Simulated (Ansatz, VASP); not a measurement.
## One calculation of MgO, two programs

File POSCAR:

```
MgO
1.0
    2.6118063923      0.0000000000      0.0000000000
    0.0000000000      2.6233491285      0.0000000000
    0.0000000000      0.0000000000      2.6233491285
Mg O
1 1
Direct
    0.0000000000      0.0000000000      0.0000000000
    0.5000000000      0.5000000000      0.5000000000
```

Contents of INCAR.step1:

```
ALGO = Normal
EDIFF = 1E-4
ENCUT = 520
GGA = PE
ISMEAR = 0
LASPH = T
LCHARG = F
LREAL = F
LWAVE = T
NBANDS = 11
NELM = 80
PREC = Accurate
SIGMA = 0.01
```

The input INCAR.step2:

```
ALGO = Normal
EDIFF = 1E-6
ENCUT = 520
ISIF = 2
ISMEAR = 0
ISTART = 1
LASPH = T
LCHARG = F
LMIXTAU = T
LREAL = F
LWAVE = F
METAGGA = R2SCAN
NBANDS = 11
NELM = 80
PREC = Accurate
SIGMA = 0.01
```

The input KPOINTS:

```
k-points
0
Gamma
  10 10 10
```

Input for Ansatz:

```yaml
crystal:
  lattice:
    - [2.6118063923, 0.0, 0.0]
    - [0.0, 2.6233491285, 0.0]
    - [0.0, 0.0, 2.6233491285]
  atoms:
    - { symbol: Mg, position: [0.0, 0.0, 0.0] }
    - { symbol: O, position: [0.5, 0.5, 0.5] }
kpoints:
  mp_grid: { grid: [10, 10, 10] }
  band_path:
    path: [[0.0, 0.0, 0.0], [0.0, 0.5, 0.0], [0.5, 0.5, 0.0], [0.5, 0.5, 0.5]]
    npoints: 1
hamiltonian:
  xc: r2scan
scf:
  occupations: { method: fixed }
  n_extra_bands: 4
output:
  forces: true
  stress: true
  eigenvalues: true
```

Change from the starting cell: uniaxial_x strain -0.4%.

Alike in both runs: task single point; functional r2SCAN; k mesh 10 × 10 × 10; no spin polarisation.

|  | VASP | Ansatz |
| --- | --- | --- |
| version | VASP 6.6.1 | Ansatz 0.2.0 |
| potentials or method | VASP PAW PBE potentials, release 64 (Mg, O) | plane waves, PAW |
| plane-wave cutoff (eV) | 520 | 500 |
| occupations | gaussian, width 0.01 eV | fixed |
| valence electrons in the cell | 8 | 16 |

|  | VASP | Ansatz | Ansatz less VASP |
| --- | --- | --- | --- |
| gap on the k mesh at the Fermi level (eV) | 3.46 | 3.50 | +0.040 |
| pressure (GPa) | -0.5 | 0.7 | +1.20 |
| largest component of the traceless stress (GPa) | 2.08 | 2.07 | -0.011 |

The two sets of potentials don't hold the same shells in valence.

Caveats: the PAW data sets were made with another functional, which shifts forces and pressure a little (VASP). A k mesh can miss the band edges.
